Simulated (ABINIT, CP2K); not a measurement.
This is a calculation of Ga for CP2K 2026.2. This isn't the form of Ga at room conditions, which is orthorhombic.

ga_scf.inp

```
&GLOBAL
  PROJECT ga_scf
  RUN_TYPE ENERGY_FORCE
  PRINT_LEVEL LOW
&END GLOBAL
&FORCE_EVAL
  METHOD QS
  STRESS_TENSOR ANALYTICAL
  &DFT
    BASIS_SET_FILE_NAME BASIS_MOLOPT_UZH
    POTENTIAL_FILE_NAME POTENTIAL_UZH
    &MGRID
      CUTOFF 450
      REL_CUTOFF 60
      NGRIDS 4
    &END MGRID
    &QS
      METHOD GPW
      EPS_DEFAULT 1.0E-10
    &END QS
    &KPOINTS
      SCHEME MONKHORST-PACK 10 10 10
      GAMMA_CENTERED T
      SYMMETRY T
      SYMMETRY_BACKEND SPGLIB
    &END KPOINTS
    &SCF
      SCF_GUESS ATOMIC
      EPS_SCF 1.0E-6
      MAX_SCF 100
      ADDED_MOS 8
      CHOLESKY OFF
      EPS_EIGVAL 1.0E-7
      &DIAGONALIZATION ON
        ALGORITHM STANDARD
      &END DIAGONALIZATION
      &MIXING ON
        METHOD BROYDEN_MIXING
        ALPHA 0.4
        BETA 1.5
        NBUFFER 8
      &END MIXING
      &SMEAR ON
        METHOD FERMI_DIRAC
        ELECTRONIC_TEMPERATURE [K] 580.226
      &END SMEAR
    &END SCF
    &XC
      &XC_FUNCTIONAL PBE
      &END XC_FUNCTIONAL
    &END XC
    &PRINT
      &KPOINTS ON
      &END KPOINTS
      &MULLIKEN ON
      &END MULLIKEN
      &MO ON
        ENERGIES T
        OCCUPATION_NUMBERS T
        &EACH
          QS_SCF 0
        &END EACH
        ADD_LAST NUMERIC
      &END MO
      &LOWDIN ON
      &END LOWDIN
      &HIRSHFELD ON
        SHAPE_FUNCTION DENSITY
      &END HIRSHFELD
    &END PRINT
  &END DFT
  &SUBSYS
    &CELL
      A 2.7164800000 0.0000000000 0.0000000000
      B 0.0000000000 2.7164800000 0.0000000000
      C 0.0000000000 0.0000000000 2.7164800000
      PERIODIC XYZ
    &END CELL
    &COORD
      SCALED
      Ga  0.0000000000 0.0000000000 0.0000000000
    &END COORD
    &KIND Ga
      BASIS_SET TZVP-MOLOPT-PBE-GTH-q13
      POTENTIAL GTH-PBE-q13
    &END KIND
    &PRINT
      &ATOMIC_COORDINATES ON
      &END ATOMIC_COORDINATES
      &CELL ON
      &END CELL
    &END PRINT
  &END SUBSYS
  &PRINT
    &FORCES ON
    &END FORCES
    &STRESS_TENSOR ON
    &END STRESS_TENSOR
  &END PRINT
&END FORCE_EVAL
```

Potentials or basis: POTENTIAL_UZH Ga GTH-PBE-q13; TZVP-MOLOPT-PBE-GTH basis.

Run with:

```console
$ OMP_NUM_THREADS=1 cp2k.psmp -i ga_scf.inp -o ga_scf.out
```

Q: What does the same run look like in ABINIT 10.8.3 (patched build)? Potentials or basis there: JTH PAW PBE v2.0, cutoff 463 eV.

A: As run (cutoffs and basis follow the program's own potentials, and thresholds, step limits or extra output files can differ):

The input run.abi:

```
# Pseudopotentials
pp_dirpath "./"
pseudos "Ga.GGA_PBE-JTH.xml"

# Structure
structure "poscar:POSCAR"
natom 1

# Plane-wave basis
ecut 462.593566 eV
pawecutdg 34.0
pawxcdev 0

# k points
kptopt 1
ngkpt 10 10 10
nshiftk 1
shiftk 0.0 0.0 0.0

# Exchange and correlation
ixc 11

# Bands and occupations
nband 11
occopt 3
tsmear 0.00183747

# SCF cycle
nstep 100
tolvrs 1.0e-9

# Output
iomode 3
prtwf 0
prtden 0
prteig 0
prtebands 0
enunit 1
```

Contents of POSCAR:

```
Ga
1.0
    2.7164800000      0.0000000000      0.0000000000
    0.0000000000      2.7164800000      0.0000000000
    0.0000000000      0.0000000000      2.7164800000
Ga
1
Direct
    0.0000000000      0.0000000000      0.0000000000  Ga
```

Potentials or basis: JTH PAW PBE v2.0.

Command:

```console
$ abinit run.abi > log 2>&1
```

Both were run:

|  | CP2K | ABINIT |
| --- | --- | --- |
| Pressure | 0.5 GPa | 0.0 GPa |

Pressure is positive in compression.
